**Problem.** Ruthenium metal has two atoms in its hexagonal cell, Ru1 and Ru2. A density-functional calculation without spin polarisation gives its bands. Each filled state is compared with s, p and d functions inside a sphere around each atom, and the overlap is counted as s, p or d character. In the table, "projection electrons" is the number of electrons counted in this way. "Projection band centre" is their average energy, measured from the Fermi energy, the level up to which states are filled.

Filled-state projections for hexagonal Ru metal from VASP 6.6.1: PW91-D4 without spin polarisation or spin–orbit coupling, PBE PAW potentials (Ru_pv), 520 eV cutoff. The tetrahedron method was used, with a k mesh of 11×11×6 for the charge density and 17×17×9 for the projections. States are counted from −12 eV up to the Fermi energy, which is the zero of energy.

| projection name | projection electrons (e) | projection band centre (eV) |
| --- | --- | --- |
| Ru1_d | 5.970 | -3.020 |
| Ru2_d | 5.970 | -3.020 |
| Ru1_p | 0.370 | -2.930 |
| Ru2_p | 0.370 | -2.930 |
| Ru1_s | 0.400 | -4.930 |
| Ru2_s | 0.400 | -4.930 |

The projections were made on a denser k mesh than the charge density.

Symmetry makes the two atoms equivalent, so each value appears twice and one atom is enough for the reasoning.

(a) Why does the filled s character lie so much deeper than the filled p character, although both belong to the same broad band?

(b) Why do p and d have almost the same centre, although the p level of a free ruthenium atom lies well above its d level?

(c) The metal has eight valence electrons per atom. Why do the three counts add up to fewer, and what may be read from the d count?

**Solution to (a).** The s centre lies at −4.93 eV and the p centre at −2.93 eV, a gap of 2.00 eV. An obvious first idea is that the metal inherits this order from the free atom, where the outer s level is below the outer p level. In the metal, however, these orbitals overlap so strongly with those of the neighbours that they no longer form separate levels. They merge into one broad band, and the useful question is which part of that band looks like s and which looks like p.

The answer lies in how the electron wave changes from one atom to the next. At the bottom of the band the wave has the same sign on all atoms. Electrons gain from this, because the wave is smooth between the nuclei and its kinetic energy is low. Seen from any one nucleus, such a wave is nearly the same in all directions, and that is what s character means.

Higher in the band the wavelength is shorter. The wave now rises or falls noticeably across a single atom, so that it is larger on one side of the nucleus than on the other. A function with opposite signs on opposite sides is a p function. Climbing the band therefore means exchanging s character for p character, even though no electron moves from one atomic orbital to another.

A free-electron wave turns this picture into an estimate. Let $k$ be its wavenumber, which grows as the wavelength shrinks, and let $\mathbf r$ be the position measured from a nucleus. Close to the nucleus

$$e^{i\mathbf k\cdot\mathbf r}\approx 1+i\,\mathbf k\cdot\mathbf r .$$

The first term is the s part, with a weight that does not depend on $k$. The second is the p part, with a weight that grows as $k^2$.

The energy above the band bottom also grows as $k^2$, and the number of states in a thin shell of wavenumbers grows as $k^2$ too. Let $k_F$ be the largest filled wavenumber and $D$ the depth of the band bottom below the Fermi energy. The mean energies above the bottom are then

$$\frac{\bar E_s}{D}=\frac{\int_0^{k_F}k^4\,dk}{k_F^2\int_0^{k_F}k^2\,dk}=\frac35,\qquad
\frac{\bar E_p}{D}=\frac{\int_0^{k_F}k^6\,dk}{k_F^2\int_0^{k_F}k^4\,dk}=\frac57 .$$

Measured down from the Fermi energy, the s centre is at $-\tfrac25D$ and the p centre at $-\tfrac27D$. Their ratio is $5/7$, or 0.71, whatever the depth of the band. The table gives $2.93/4.93=0.59$. The estimate thus has the right order, with p nearer to the Fermi energy, but it makes the contrast between the two too weak.

The absolute position shows the misfit more clearly. To put the s centre at −4.93 eV, the band in this estimate would have to be $4.93/(2/5)=12.3$ eV deep. At the volume per atom of this metal, a free-electron band that deep would hold about 2.7 electrons per atom, yet only about 2.0 of the eight valence electrons are not counted as d. The filled s character thus lies deeper than the estimate allows, which suggests that it is gathered more strongly near the bottom of the band.

A good part of this misfit can come from the expansion itself, which holds only close to the nucleus. Across a whole atomic sphere the s part of a free-electron wave becomes clearly weaker as $k$ grows, which moves the s centre down. The p part then also grows more slowly than $k^2$, so the p centre moves down too, and the ratio of the two changes less.

Standard band theory supplies a further reason: the d bands lie across the path of the broad band. Where an s-like state and a d-like state of the same symmetry would meet in energy, they mix and move apart. The lower partner is pushed down and the upper one up. Much of the s character is thereby driven out of the d region, some of it to deeper energies and some to empty states above the Fermi energy, where it no longer enters the average. The averages in the table agree with this mechanism, but they do not isolate it, since they do not show how the s character is spread in energy.

**Solution to (b).** The p centre at −2.93 eV and the d centre at −3.02 eV differ by only 0.09 eV. This looks odd if each centre is taken for the energy of an orbital, because an electron in the outer p orbital of a free atom is bound much more weakly than a d electron. The centres in the table are a different quantity. They average over filled states only, so each of them must lie below the Fermi energy, however high the parent orbital may be.

For p this restriction is severe. Most states with strong p character lie above the Fermi energy and are empty. What is counted is the modest p component of states that are filled for other reasons. The p centre therefore tells where those host states lie, and not what it would cost to place an electron in a p orbital.

The hosts are of two kinds. One is the upper filled part of the broad band, which has gained p character in the way described in (a). The other is the d bands themselves. A d orbital on a neighbouring atom reaches into the sphere of the atom under study, where its tail is stronger on the near side than on the far side. Described from the centre of that sphere, such a lopsided tail contains a p part, although its electron belongs mainly to a d state next door. The tail can have an s part too, but the s count also includes the states at the bottom of the broad band, and these keep its centre low.

The d bands hold most of the valence electrons, so this borrowed p character has many hosts. It appears at the energies of the d states and draws the p centre towards the d centre. This is the usual chemistry of a transition metal, argued here from the shape of the orbitals. How the p count divides between the two kinds of host cannot be read from a single average.

The d centre itself is set by bonding between d orbitals. In the lower d states, orbitals on neighbouring atoms combine with matching signs and build up charge between the nuclei. In the higher ones the signs oppose each other. Ruthenium has enough electrons to fill the bonding part and some of the states above it, while the uppermost, antibonding states stay empty. The filled d character thus extends over several electronvolts, and −3.02 eV is its average energy.

The small difference between p and d should not be given a meaning of its own. The p count is small and partly borrowed from neighbouring atoms, so its make-up, and with it the p centre, depends on the size of the sphere. The gap between s and the other two is some twenty times larger.

**Solution to (c).** The counts for one atom add up to $5.97+0.37+0.40=6.74$ electrons. Of the eight valence electrons, 1.26 are therefore assigned to no orbital, about 16% of the total. No charge has been lost from the metal. The projection sees only what lies inside the atomic spheres and resembles an s, p or d function there, whereas the electrons also occupy the space between the atoms.

The deeper 4p shell provides a useful control. Its six electrons per atom were also treated explicitly in the calculation, but they lie below the energy at which the counting in the table starts. The whole p charge in one sphere is 6.313 electrons, of which the table counts 0.37 as valence. The difference, 5.94, is almost the full 4p shell. A compact shell is thus captured nearly completely by the same sphere that leaves a good part of the valence charge unassigned.

The contrast follows from the size of the orbitals. The 4p electrons are held close to the nucleus, and the d electrons are fairly compact as well. The electrons of the broad band spread through the whole crystal, and much of their charge lies where no sphere claims it. In proportion to their size, the s and p counts are therefore expected to be the most strongly underestimated. A larger sphere would raise them, although the metal would be the same.

This decides how the d count may be used. A value of 5.97 invites the reading that ruthenium has six d electrons and has given away two, as in a Ru(II) compound. The metal contains no such ion: its atoms are equivalent and neutral, and the count would change with the size of the sphere. What can be read safely is that d character dominates. It makes up 89% of all that is assigned, and even if all the unassigned charge were s and p, d would still hold about three quarters of the eight valence electrons. The filled bands of ruthenium are therefore mainly d bands, with a smaller and undercounted share of s and p.

The same care applies to the d centre when ruthenium is considered as a catalyst. The d-band centre that is commonly related to the binding of molecules belongs to atoms at the surface and usually includes the empty d states. Adding the empty states moves the average upwards, because all of them lie above the Fermi energy. The value of −3.02 eV describes filled states inside the bulk metal, and to enter it in a correlation for adsorption would make the d states appear too deep.
